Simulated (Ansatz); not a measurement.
## Ionic part of the dielectric constant of ZrS2 at -1 GPa, mode by mode

Computed with DFT PBE+D3(BJ), scalar-relativistic, plane waves, PAW (Ansatz 0.2.0). Plane waves to 420 eV; Γ-centred k mesh 12×12×6; fixed occupations. No spin polarisation. Phonons by linear response, acoustic sum rule imposed.

The structure is trigonal, space group P-3m1 (No. 164). The conventional cell has a = 3.654 Å, b = 3.654 Å, c = 5.869 Å, α = 90.00°, β = 90.00°, γ = 120.00°. Zr (site symmetry -3m) is surrounded by 6 S at 2.56 Å. S (site symmetry 3m) is surrounded by 3 Zr at 2.56 Å.

The primitive cell has V = 67.86 Å³ and ε∞,zz = 5.715. Each polar mode adds Δε = (4.92064×10⁷/V)·S/ν² along z, with S its oscillator strength in e²/amu, ν in cm⁻¹ and V in Å³.

Task: From these modes, find each Δε and ε0,zz.
```tsv
ν (cm⁻¹)	S_zz (e²/amu)
319.9	0.1001
```

Result:
| ν (cm⁻¹) | Δε |
| --- | --- |
| 319.9 | 0.71 |

The sum is 0.710, so ε0,zz = 6.42; the run's tensor has 6.42.

Task: Where do the longitudinal modes lie for a wave vector along z?

Result: At 339 cm⁻¹. The Lyddane–Sachs–Teller product Π(ν_LO/ν_TO)² = 1.12 matches ε0/ε∞ = 1.12.

Cost: 1 run of about 6.2 core-minutes, on Intel Xeon Processor @ 2.70GHz (shared hosts).

Along the layer normal, the static dielectric response of ZrS2 is mainly electronic: the lattice adds only 0.71 to an ε∞,zz of 5.715. Symmetry allows just one polar optical mode in this direction, the A2u motion of Zr against the two sulfur planes, so the single entry accounts for the whole ionic term. This motion strains the strong Zr–S bonds within the layer rather than the weak contacts between layers, which keeps its frequency fairly high and, through the inverse-square dependence, its contribution small. The modest oscillator strength also limits the response, probably because little charge is transferred across the van der Waals gap as the planes move.

The same weak polarity explains the small shift from 319.9 to 339 cm⁻¹ between the transverse and longitudinal modes. The Lyddane–Sachs–Teller agreement shows internal consistency, not accuracy against experiment. The small ionic term cannot be carried over to in-plane fields, where the Eu mode of this structure is known to be softer and much more strongly polar.
